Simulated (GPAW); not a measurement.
InPd:

```
CELL_PARAMETERS angstrom
0.00000 2.74607 2.74607
2.74607 0.00000 2.74607
2.74607 2.74607 0.00000
ATOMIC_POSITIONS crystal
In 0.00000 0.00000 0.00000
Pd 0.50000 0.50000 0.50000
```

The cell was built by a generator and needn't be a form met in nature.

Program: GPAW 26.7.0. Alike in all runs: task single point; no spin polarisation; cell as given; k mesh 8 × 8 × 8; cutoff (eV) 600; smearing fermi-dirac 0.05 eV.

Question: Order these runs on this cell by their pressure, lowest first.
A. level LDA; potentials or basis the program's PAW data sets (release 1.2.1) made for this functional, pw
B. level PBE; potentials or basis GPAW PAW data sets (gpaw-data 1.2.1), pw
C. level TPSS; potentials or basis GPAW PAW data sets (gpaw-data 1.2.1), pw; eigensolver davidson
D. level revPBE; potentials or basis the program's PAW data sets (release 1.2.1) made for this functional, pw

Answer: A (-8.5 GPa), C (-3.6 GPa), B (-0.2 GPa), D (1.8 GPa).

Caveats: the PAW data sets were made with another functional, which shifts forces and pressure a little (some runs).
